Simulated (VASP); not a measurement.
# HgSe: single point with PBE

Crystal: HgSe.

```
Hg Se
1.0
     0.00000    3.03900    3.03900
     3.03900    0.00000    3.03900
     3.03900    3.03900    0.00000
Hg Se
1 1
Direct
  0.00000 0.00000 0.00000
  0.75000 0.75000 0.75000
```

| Property | Result |
| --- | --- |
| Program | VASP 6.6.1 |
| Task | single point |
| Functional | PBE |
| Potentials or basis | VASP PAW PBE potentials, release 64 (Hg, Se) |
| Cutoff | 520 eV |
| k mesh | 8 × 8 × 8 |
| Occupations | gaussian, width 0.021 eV |
| Spin | no spin polarisation |

```
Pressure               : 5.0 GPa
Band gap on the k mesh : none (metal or under the smearing width)
```

Levels at points of the mesh, in eV from the Fermi level:
| k point | band 7 | band 8 | band 9 | band 10 | band 11 | band 12 |
| --- | --- | --- | --- | --- | --- | --- |
| (0.00, 0.00, 0.00) | -0.94 | -0.01 | -0.01 | -0.01 | 5.48 | 5.48 |
| (0.50, 0.00, 0.00) | -5.54 | -0.98 | -0.98 | 1.11 | 6.24 | 6.24 |
| (0.50, 0.50, 0.00) | -5.11 | -2.32 | -2.32 | 2.78 | 2.99 | 8.49 |

Wall time 10 s on 1 thread of Intel(R) Xeon(R) 6975P-C (Granite Rapids) (shared host), peak memory 0.18 GiB.

The run has no spin-orbit coupling, so splittings on Hg are missing.
